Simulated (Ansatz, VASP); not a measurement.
# Zr in VASP and in Ansatz

```
Zr
1.0
     0.00000    2.52601    2.52601
     2.52601    0.00000    2.52601
     2.52601    2.52601    0.00000
Zr
2
Cartesian
  -0.6315 -0.6315 -0.6315
  0.6315 0.6315 0.6315
```

Change from the starting cell: volume scaled by 0.52, LAPW.

Alike in both runs: task single point; functional PBE; k mesh 11 × 11 × 11; occupations fermi-dirac, width 0.08 eV; no spin polarisation.

|  | VASP | Ansatz |
| --- | --- | --- |
| version | VASP 6.6.1 | Ansatz 0.2.0 |
| potentials or method | VASP PAW PBE potentials, release 64 (Zr_sv), cutoff 520 eV | all-electron LAPW, scalar-relativistic |

|  | VASP | Ansatz | Ansatz less VASP |
| --- | --- | --- | --- |
| pressure (GPa) | 94.0 | 91.9 | -2.11 |

Ansatz ran all-electron here, so the differences hold the error of VASP's frozen core and of both bases.

Caveats: the cell as given lies far from equilibrium; so large a pressure means that the cell lies far from this level's equilibrium, or that cutoff or potentials fall short (VASP).
